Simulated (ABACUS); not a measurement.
Input of an ABACUS 3.10.1 run:

The input INPUT:

```
INPUT_PARAMETERS
suffix              NaI
calculation         scf
basis_type          pw
pseudo_dir          ./
symmetry            1
dft_functional      pbe
ecutwfc             89
pseudo_rcut         7
nspin               1
nbands              12
ks_solver           dav
smearing_method     fd
smearing_sigma      0.00367493
scf_thr             1e-08
scf_nmax            100
mixing_type         broyden
mixing_beta         0.7
cal_force           1
cal_stress          1
out_chg             1
out_pot             2
out_elf             1
```

File STRU:

```
ATOMIC_SPECIES
I 126.9045 I.upf
Na 22.9898 Na.upf

LATTICE_CONSTANT
1.8897261246

LATTICE_VECTORS
0.0000000000 3.2364000000 3.2364000000
3.2364000000 0.0000000000 3.2364000000
3.2364000000 3.2364000000 0.0000000000

ATOMIC_POSITIONS
Direct

I
0.0
1
0.5000000000 0.5000000000 0.5000000000 1 1 1

Na
0.0
1
0.0000000000 0.0000000000 0.0000000000 1 1 1
```

File KPT:

```
K_POINTS
0
Gamma
5 5 5 0 0 0
```

Potentials or basis: PseudoDojo NC SR 0.5 PBE standard, plane waves.

Command:

```sh
$ OMP_NUM_THREADS=1 mpirun -np 4 abacus > log
```

**Question.** Predict the band gap on the k mesh.

**Answer.** 3.64 eV, direct.

**Question.** What does it give for the pressure?

**Answer.** 0.4 GPa.

Caveat: spin-orbit coupling is left out, which moves the levels of the heavy elements. Expect the measured gap to be larger: semilocal functionals such as PBE lack the derivative discontinuity.
